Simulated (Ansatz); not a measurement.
# BP (F-43m) in Ansatz: further runs

One crystal, BP, is run at these levels: r2SCAN-EpsX; tasks: band structure, single point, equation of state.

Everything below comes from runs of Ansatz 0.2.0. Logs are shortened: lines on timing, memory, paths and dates and some standing lists are left out, and cuts for length are marked.

### Step 1. The structure

It takes space group F-43m (No. 216, cubic). The conventional cell has a = 4.538 Å, b = 4.538 Å, c = 4.538 Å, α = 90.00°, β = 90.00°, γ = 90.00°. P (site symmetry -43m) is surrounded by 4 B at 1.97 Å. Around B (site symmetry -43m) lie 4 P at 1.97 Å.

### Step 2. Band structure, r2SCAN-EpsX

Contents of input.yaml:

```yaml
crystal:
  lattice:
    - [0.0, 2.269, 2.269]
    - [2.269, 0.0, 2.269]
    - [2.269, 2.269, 0.0]
  atoms:
    - { symbol: P, position: [0.75, 0.75, 0.75] }
    - { symbol: B, position: [0.0, 0.0, 0.0] }
hamiltonian:
  xc:
    exchange: r2scan
    correlation: r2scan
    exx: { coeff: inverse_dielectric }
  pseudopotentials: { kind: paw }
kpoints:
  mp_grid: { grid: [6, 6, 6] }
  band_path:
    path:
      - [[0.0, 0.0, 0.0], [0.5, 0.0, 0.5], [0.5, 0.25, 0.75], [0.375, 0.375, 0.75], [0.0, 0.0, 0.0], [0.5, 0.5, 0.5], [0.625, 0.25, 0.625], [0.5, 0.25, 0.75], [0.5, 0.5, 0.5], [0.375, 0.375, 0.75]]
      - [[0.625, 0.25, 0.625], [0.5, 0.0, 0.5]]
    npoints: 4
scf:
  occupations: { method: fermi_dirac, width: 0.05 }
  n_extra_bands: 6
output:
  forces: true
  stress: true
  eigenvalues: true
  fatbands: false
  write_density: true
  write_potential: true
  elf: true
  volumetric_format: npy
```

Potentials or basis: Ansatz PAW.

Started as:

```bash
> ansatz run input.yaml --threads 2 --pin off --max-ram 5632MiB --backend cpu --events-out ev --progress --plain --runs-dir out
```

The program printed:

```text
Warning: output.stress: scf.convergence.dr2_threshold = 1e-7 eV (the SCF's general default) is looser than the 2e-10 eV advised for a printed stress (1e-10 eV for each atom of the cell: 2). What an SCF threshold leaves in a stress goes as its square root, and in the free energy as the threshold itself, and one threshold admits the most on a small cell: of the crystals measured, under no hybrid functional and no lock of the moments, on runs that ended without the residual-converged pass, on stresses that held no estimate of that error, the worst erred by over 100 MPa in a component at 1e-7 eV an atom and by under 5 at 1e-10. Set scf.convergence.dr2_threshold to 2e-10 eV or tighter. The threshold is an SCF's pass mark: one that does not reach it within its budget of iterations ends unconverged, or closes short of it on a stop that the run arms, and scf.convergence.dr2_threshold's page says what that costs each kind of run
Warning: output.stress: scf.exx.energy_threshold = 1e-6 eV is looser than the 2e-8 eV advised for a stress under a hybrid functional (1e-8 eV for each atom of the cell: 2). Every SCF of the exchange loop can meet its threshold on dr2 while the loop round them stops early: no threshold on dr2 bounds what that leaves in the stress. Set scf.exx.energy_threshold to 2e-8 eV or tighter. The threshold is the loop's pass mark: a loop that does not reach it within its budget of cycles ends unconverged, and scf.exx.energy_threshold's page has the law
Warning: RAYON_NUM_THREADS=2 ignored (pool sized by the plan → 2); use --threads N
scf.n_extra_bands = 6 over 4 filled bands (N_el = 8.0): the run solves 10 bands
the fraction of exact exchange is that of a crystal of P1B1
Engine: ansatz 0.2.0, x86_64-unknown-linux-gnu
Pseudopotentials: kind: paw
Pseudopotential: P, paw, valence charge 5, recommended cutoff 500 eV (meta_gga), P.paw.azcp
Pseudopotential: B, paw, valence charge 3, recommended cutoff 500 eV (meta_gga), B.paw.azcp
Functional definition: unnamed
  parameter a_1 = 0.25
  exchange = (1 - a_1)*r2scan_x + a_1*exact_x
  correlation = r2scan_c
  a weight of exact exchange comes from the crystal, and the text's number only plans the run
Solving k-mesh 4×4×4 for the fraction of exact exchange
ε∞ on k-mesh 4×4×4 of a primitive cell, without crystal.supercell, crystal.defects and total_charge: xx 8.7429, yy 8.7429, zz 8.7429; 3/Tr ε∞, of that cell with its empty space = 0.11437903248135675; solved inside the basis of its states, on 6×6×6 points, each entry to 0.0287, at a least direct gap of 3.589 eV
Crystal: 2 atoms, lattice volume = 23.363 Å³
Basis set: ecut = 500 eV, 609 PW (Γ), exchange–correlation on 96×96×96 points (64 copies of the dense FFT grid, shifted against one another)
Bands: 10, of which v1, the nominal top of the filled ones, is band 4 counted from 1 (3 counted from 0)
Symmetry: 24 space group operations
Space group: F-43m (ITA 216), of the structure as read, at distance tolerance 2.9e-5 Å
k-points: 16 of 216 (time reversal used)
Non-local potential: P, projectors of the file, l = 0: 2, l = 1: 2, l = 2: 2
Non-local potential: B, projectors of the file, l = 0: 2, l = 1: 2, l = 2: 1
PAW form: soft (Blöchl's): semilocal exchange-correlation on the pseudo side does not see the compensation charge
PAW frozen core: P, regenerated for the run's functional, and the local potential with it (the file was generated under x = pbe(κ = 0.804, μ = 0.2195149727645171), c = pbe(β = 0.06672455060314922))
PAW frozen core: B, regenerated for the run's functional, and the local potential with it (the file was generated under x = pbe(κ = 0.804, μ = 0.2195149727645171), c = pbe(β = 0.06672455060314922))
PAW one-centre angular grid: P, 302 points (default); XC on 160 Gauss nodes
PAW one-centre angular grid: B, 302 points (default); XC on 160 Gauss nodes
Initial density: superposition of atomic densities (neutral atoms: chi_scale 0, normalization atom), corrected by the library's trained network
Initial wavefunctions: pseudopotential atomic-orbital guess
Functional: x = r2scan, c = r2scan; τ floored in thin density (d = 2e-4 eV/Å³), warm-up for x = 0.8856209675186433 r2scan + 0.11437903248135675 exact, c = r2scan; τ floored in thin density (d = 2e-4 eV/Å³)
SCF iter   1: F=—  HF=-916.633298 eV  |F-HF|=—  |Δ(HF+E_count)|=         —  Δρ=4.54e-3  dr2=2.23e-3  dr2_τ=1.33e-1  ethr=1.77e-3  ⟨swp⟩=7.9  Hψ=808  notcnv=0
[... 17 lines left out ...]
hybrid outer 1: dexx = +1.684e-4 eV, tail = 2.22e-7 eV
Frozen-core exchange: fock
SCF iter   1: F=—  HF=-916.577567 eV  |F-HF|=—  |Δ(HF+E_count)|=         —  Δρ=9.77e-6  dr2=1.40e-8  dr2_τ=6.39e-10  ethr=1.39e-8  ⟨swp⟩=5.1  Hψ=482  notcnv=0
preconditioner: auto → none  [insulator: Δε(μ)=2.106 eV  Ē_g=16.948 eV  σ=0.050 eV  W_gap=1.00  n_scr=0 (ndim 8)  ℏωp=21.7 eV  f_vac=0.000  D(μ)=0.00/eV (n_scr^D=0)]
SCF iter   2: F=-916.577567 eV  HF=-916.577567 eV  |F-HF|=2.04e-10  |Δ(HF+E_count)|=  8.95e-10  Δρ=2.14e-6  dr2=1.11e-9  dr2_τ=8.81e-11  ethr=1.66e-10  ⟨swp⟩=3.0  Hψ=261  notcnv=0
SCF 3 converged in 2 iterations: F = -916.577567 eV  dr2 = 1.11e-9
  Residual-converged pass: ⟨swp⟩=2.9  Hψ=264  notcnv=0  max |occ|·‖R‖ = 2.4e-6 eV (tolerance 2.4e-6 eV)  dr2=1.12e-9  dr2_τ=9.27e-11  dr2_onsite=1.09e-10  max |Δocc| = 1.2e-19
hybrid outer 2: dexx = +6.352e-9 eV, tail = 2.62e-9 eV, Δε = 3.56e-4 eV (about 4.50e-5 eV left of the loop's levels)
NSCF: frozen V_eff on 42 k-points
hybrid SCF converged: 2 outer / 7 inner (+3 warm-up), last move |dexx| = 6.35e-9 eV, tail = 2.62e-9 eV
Stability not checked: this state was not tested for a lower state beside it, because the functional holds exact exchange (a hybrid, or Hartree-Fock), whose exchange loop this test does not read (fock_operator; see scf.lower_state_search)
Free energy (F): -916.577567 eV
Frozen-core exchange: fock
Harris-Foulkes:  -916.577567 eV  (|F-HF|=2.04e-10)
Internal energy: -916.577567 eV  (E = F + TS)
E sigma→0 (E₀):  -916.577567 eV
Fermi energy:    9.959986 eV
--- Per-component energies (eV) ---
  E_band       = 14.308006
  E_kinetic    = 121.466809
  E_local      = -66.639904  (includes V_loc(G=0)·N_el)
  E_nonlocal   = 43.966389
  E_hartree    = 17.056198
  E_xc         = -81.903954
  E_vxc        = -96.480976  (∫ρ·V_xc dr)
  E_exx        = -7.785130  (= α·E_x^exact, valence–valence)
  E_paw        = -657.114373  (= ΣΔE_a)
  E_vpaw       = -10.590293  (= ΣTr[D̂ρ^β])
  E_aug_tail   = -0.000001  (compensation charges beyond the density's cutoff)
  E_vtau       = 4.043920  (kinetic-family band-sum trace: ∫τ·v_τ [+ j·A + Jᵃ·Aᵃ] dr)
  E_ewald      = -285.491518
  E_core_change = -0.132085  (= ΣΔE_core)
  E_smearing   = -0.000000  (= −TS)
  E_closure    = 0.000000  (closes the sum)
  Σ components = -916.577567   (vs F -916.577567, Δ=0.00e0)
--- Forces (eV/Å), atoms counted from 1 ---
  atom   1  P      0.00000000     0.00000000     0.00000000
  atom   2  B     -0.00000000     0.00000000     0.00000000
  max |Σ_I F_I| component: 2.22e-16 eV/Å
--- Stress (GPa, compression-positive) ---
       -1.004850      -0.000000      -0.000000
        0.000000      -1.004850       0.000000
       -0.000000       0.000000      -1.004850
  P = ⅓ Tr σ = -1.0049 GPa (-10.049 kbar)
--- Band table (eV; the first three rows and the last of 16) ---
  k-point 0: bands = ["-8.0133", "8.9192", "8.9192", "8.9192", "13.1949", "13.1949", "13.1949", "17.6840", "21.9858", "22.2542"]
  k-point 1: bands = ["-7.4722", "5.8096", "8.1905", "8.1905", "13.9190", "14.1886", "14.1886", "19.0649", "21.0694", "21.0694"]
  k-point 2: bands = ["-5.9299", "1.5191", "7.2926", "7.2926", "13.8205", "14.7843", "14.7843", "20.5949", "22.1507", "22.1507"]
  k-point 15: bands = ["-2.4401", "-0.2573", "3.1360", "3.2686", "13.7193", "14.3786", "19.4551", "20.1711", "23.5478", "26.8717"]
```

bands.tsv:

```text
# k_distance	band_0	band_1	band_2	band_3	band_4	band_5	band_6	band_7	band_8	band_9
# fermi_ev = 9.959977
# lock_threshold_ev = 1e-6
# [0, 0, 0] at k_distance = 0.000000
# [0.5, 0, 0.5] at k_distance = 1.384571
[... 20 lines left out ...]
1.557643	-12.575978	-10.526644	-5.840358	-5.821261	1.534798	1.952113	12.250791	12.694623	15.064156	16.831126
[... 32 lines left out ...]
8.398318	-12.638592	-10.133011	-7.819091	-4.903540	1.951924	6.101561	10.200286	11.159350	12.236486	13.293269
8.520698	-12.534417	-10.324362	-7.303773	-5.191655	1.640034	4.375694	11.157036	11.804525	13.390393	14.354587
8.643078	-12.552463	-10.466270	-6.567257	-5.402397	1.404617	2.864282	12.008854	12.345903	14.594245	15.455757
8.765458	-12.595864	-10.557452	-5.874302	-5.530730	1.219622	1.782093	12.627657	12.722293	15.699997	16.522002
8.887838	-12.614981	-10.589027	-5.573811	-5.573811	1.065596	1.449091	12.859749	12.859749	16.243983	17.172181
```

rho_z.tsv:

```text
# z_ang	rho[e/angstrom^3]
# format = ansatz-planar-average/11
# lattice	0.000000000	2.269000000	2.269000000
# lattice	2.269000000	0.000000000	2.269000000
# lattice	2.269000000	2.269000000	0.000000000
# sites	2
# site	15	3.403500000	3.403500000	3.403500000
# site	5	0.000000000	0.000000000	0.000000000
0.000000	4.510368e-1
0.133702	4.015190e-1
0.267404	3.538970e-1
0.401106	3.118158e-1
0.534808	2.760829e-1
0.668511	2.469444e-1
[... 16 lines left out ...]
2.941446	5.222906e-1
3.075148	4.945782e-1
```

It took 95 s on 2 threads of AMD EPYC 7B13 (Zen 3), shared host; peak memory 0.97 GiB.

Results:

* Free energy: -916.5776 eV
* Pressure: -1.0 GPa
* Band gap on the k mesh: 2.11 eV, indirect (least direct gap 4.28 eV)
* Band gap along the path: 2.05 eV, indirect (least direct gap 4.28 eV)
* Share of exact exchange: 0.114

Levels at the corners of the path, in eV from the valence-band top:
```csv
point,band 1,band 2,band 3,band 4,band 5,band 6,band 7,band 8,band 9
Γ,-16.93,0.00,0.00,0.00,4.28,4.28,4.28,8.76,13.07
X,-11.57,-9.55,-4.53,-4.53,2.11,2.49,13.90,13.90,17.28
W,-11.28,-9.01,-6.18,-5.97,6.45,7.87,8.58,8.70,14.55
K,-11.60,-9.09,-6.78,-3.86,2.99,7.14,11.24,12.20,13.28
Γ,-16.93,0.00,0.00,0.00,4.28,4.28,4.28,8.76,13.07
L,-13.31,-9.93,-1.95,-1.95,4.78,5.70,5.70,11.64,16.18
U,-11.60,-9.09,-6.78,-3.86,2.99,7.14,11.24,12.20,13.28
W,-11.28,-9.01,-6.18,-5.97,6.45,7.87,8.58,8.70,14.55
L,-13.31,-9.93,-1.95,-1.95,4.78,5.70,5.70,11.64,16.18
K,-11.60,-9.09,-6.78,-3.86,2.99,7.14,11.24,12.20,13.28
U,-11.60,-9.09,-6.78,-3.86,2.99,7.14,11.24,12.20,13.28
X,-11.57,-9.55,-4.53,-4.53,2.11,2.49,13.90,13.90,17.28
```

Caveat: the k mesh misses the band edges, so the gap on the mesh is wider than the one along the path; the PAW data sets come from PBE, with cores solved anew for the run's functional, which leaves a small shift of forces and pressure; the thresholds are loose for stress.

[end of part 1 of 2]
